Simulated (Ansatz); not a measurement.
## SiNi in Ansatz: the effect of Hubbard term

The system is SiNi.

```
CELL_PARAMETERS angstrom
4.50369 0.00000 0.00000
0.00000 4.50369 0.00000
0.00000 0.00000 4.50369
ATOMIC_POSITIONS crystal
Ni 0.14950 0.14950 0.14950
Ni 0.64950 0.35050 0.85050
Ni 0.85050 0.64950 0.35050
Ni 0.35050 0.85050 0.64950
Si 0.84683 0.84683 0.84683
Si 0.34683 0.65317 0.15317
Si 0.15317 0.34683 0.65317
Si 0.65317 0.15317 0.34683
```

The cell is a database's computed one.

Alike in all runs:

| Item | Value |
| --- | --- |
| Program | Ansatz 0.2.0 |
| Task | band structure |
| Functional | PBEsol |
| Potentials or basis | Ansatz PAW |
| Cutoff | 420 eV (not typed: the program's choice for these potentials) |
| k mesh | 6 × 6 × 6 |
| Occupations | fermi-dirac, width 0.05 eV |
| Spin | collinear spin, ferromagnetic start |
| Starting moments | [1.0, 1.0, 1.0, 1.0, 0.0, 0.0, 0.0, 0.0] μB |
| Path | [["G", "X", "M", "G", "R", "X"], ["M", "R"]] |
| Points for each segment of the path | 10 |
| Hubbard projectors | ortho-atomic (the default) |
| Double counting | fll (the default) |

```csv
Hubbard term,pressure (GPa),largest force (eV/Å)
none,-4.6,0.04
Ni d U = 1 eV,-5.0,0.05
Ni d U = 2 eV,-5.2,0.07
Ni d U = 3 eV,-5.4,0.09
Ni d U = 4 eV,?,?
Ni d U = 5 eV,-5.7,0.11
Ni d U = 6 eV,-5.7,0.13
Ni d U = 8 eV,-5.7,0.15
```

Task: What does the run with Hubbard term Ni d U = 4 eV give?

Result: Pressure -5.6 GPa; largest force 0.10 eV/Å.

Worked out: A parabola through the other rows of the pressure, of slope -0.132 GPa per eV there, gives -5.6 GPa, against the run's -5.6. A straight line through the other rows of the largest force, of slope 0.0142 eV/Å per eV, gives 0.10 eV/Å, against the run's 0.10.

Caveats: the PAW data sets come from PBE, with cores solved anew for the run's functional, which leaves a small shift of forces and pressure; the starting moments weren't kept; the magnetic or orbital state may not be the lowest (some runs); the U is typed as a test and isn't derived for this compound (some runs).
